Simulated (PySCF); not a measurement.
Isomers C₅H₆:

A. `C=C=CC=C`
B. Bicyclo[2.1.0]pent-2-ene
C. `C#CC1CC1`
D. `C1=CC=CC1`

Spectrum 1. ¹H NMR (400 MHz, computed): δ 1.58 (d, J = 3.3 Hz, 1H), 1.10 (m, 1H), 0.68 (m, 2H), 0.63 (m, 2H). ¹³C{¹H} NMR (computed): δ 90.7 (C), 69.3 (CH), 10.6 (CH2), 1.0 (CH).

Spectrum 2. ¹H NMR (400 MHz, computed): δ 6.28 (dtt, J = 18.2, 11.7, 1.4 Hz, 1H), 5.98 (dtt, J = 12.0, 8.7, 1.1 Hz, 1H), 5.38 (dtt, J = 18.2, 2.7, 1.3 Hz, 1H), 5.24 (dtt, J = 11.4, 2.9, 1.4 Hz, 1H), 5.19 (dtd, J = 8.7, 2.8, 1.4 Hz, 2H). ¹³C{¹H} NMR (computed): δ 228.8 (C), 141.3 (CH), 122.7 (CH2), 100.3 (CH), 80.7 (CH2).

Spectrum 3. ¹H NMR (400 MHz, computed): δ 6.60 (m, 2H), 2.08 (dt, J = 4.0, 1.8 Hz, 1H), 1.95 (m, 2H), 1.63 (q, J = 4.4 Hz, 1H). ¹³C{¹H} NMR (computed): δ 156.0 (CH), 57.6 (CH2), 18.8 (CH).

Spectrum 4. ¹H NMR (400 MHz, computed): δ 6.75 (m, 2H), 6.66 (m, 2H), 3.03 (quint, J = 1.9 Hz, 2H). ¹³C{¹H} NMR (computed): δ 141.3 (CH), 140.8 (CH), 44.4 (CH2).

- couplings computed with B3LYP/pcJ-1 (spin–dipole term left out of most H,H and C,H couplings)
- shieldings: GIAO PBE0/pcSseg-1
- structure optimised with PBE0-D3(BJ)/def2-SVP
- program: PySCF
- relativity neglected, single conformer, one averaged value for each set of equivalent atoms, isolated molecule

Shifts are taken against calculated references (same method and geometry level): ¹H (σ = 31.27 ppm), ¹³C (σ = 184.41 ppm) vs TMS. Multiplet labels drop J under 1 Hz and among equivalent protons, and merge close values. Unscaled 3J(H,H) run several per cent high. Shifts are as computed. Against solution values, carbons near 30 ppm lie about +2 ppm off and those near 130 ppm about +5 ppm. Of 1211 compounds with measured shifts, 218 miss one by over three times the rms of a fit or turn the order of signals round; such compounds aren't used in these exercises.

**Question.** Which spectrum belongs to which compound?

**Answer.** 1–C, 2–A, 3–B, 4–D.

- Spectrum 1 (C): 4 ¹³C signals; δC 90.7 is an alkyne carbon; δC 69.3 is a terminal alkyne carbon.
- Spectrum 2 (A): 5 ¹³C signals; δC 228.8 is a central carbon of an allene; δC 141.3 is an alkene CH.
- Spectrum 3 (B): 3 ¹³C signals; δC 156.0 is an alkene CH; δC 18.8 is a three-membered-ring carbon.
- Spectrum 4 (D): 3 ¹³C signals; δC 141.3 is an alkene CH; δC 140.8 is an alkene CH.
